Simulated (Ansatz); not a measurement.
# InSb: the cost of one run

Program: Ansatz 0.2.0. Level of theory: DFT PBEsol, scalar-relativistic, plane waves, PAW. These are calculated values, not measurements.

1 further run of the same task is left out (set aside as unsound or not needed).

## Step 1: The system as given

Symmetry: P4/mmm, No. 123, tetragonal system. Conventional cell: a = 3.036 Å, b = 3.036 Å, c = 6.096 Å, α = 90.00°, β = 90.00°, γ = 90.00°. In (site symmetry 4/mmm) is surrounded by 4 In at 3.04 Å and 2 Sb at 3.05 Å. Sb (site symmetry 4/mmm) is surrounded by 4 Sb at 3.04 Å and 2 In at 3.05 Å.

Coordinates:

```xyz
2
Lattice="3.0362 0.0000 0.0000 0.0000 3.0362 0.0000 0.0000 0.0000 6.0964" Properties=species:S:1:pos:R:3 pbc="T T T"
In    0.0000    0.0000    0.0000
Sb    0.0000    0.0000    3.0482
```

It goes back to an entry of the Materials Project, which need not be the stable form.

This cell was relaxed beforehand with the same method: volume 28.10 Å³/atom, gap on the mesh none (metal).

## Step 2: Plan of the line

The energy is mapped over two homogeneous strains (x along [1 0 0], y along [0 1 0], z along [0 0 1] of the conventional cell).

The axes are (1) normal strain along x: 5 values from −4 to 4 %; (2) normal strain along z: 5 values from −4 to 4 %.

Nothing else is relaxed (symmetry fixes all fractional coordinates). Energies count from the relaxed crystal. Points are written as (first, second).

## Step 3: Point (−4 %, −4 %)

Contents of input.yaml:

```yaml
crystal:
  lattice:
    - [2.9147411475, 0.0, 0.0]
    - [0.0, 3.0361886953, 0.0]
    - [0.0, 0.0, 5.8525016686]
  atoms:
    - { symbol: In, position: [0.0, 0.0, 0.0] }
    - { symbol: Sb, position: [0.0, 0.0, 0.5] }
basis:
  ecutwfc: 420
kpoints:
  mp_grid: { grid: [14, 14, 8] }
hamiltonian:
  xc: pbesol
  pseudopotentials: { kind: paw, azcp: { folder: soft_1 } }
scf:
  occupations: { method: gaussian, width: 0.15 }
output:
  forces: true
  stress: true
  eigenvalues: true
```

The run is started by

```bash
ansatz run input.yaml --threads 1 --pin off --max-ram 2048MiB --backend cpu --events-out ev --progress --plain --runs-dir out
```

**Question.** How long does this run take on 1 thread of AMD EPYC 7R43 (Zen 3), shared host, and how much memory does it need?

About 16 s, with a peak of 0.53 GiB.
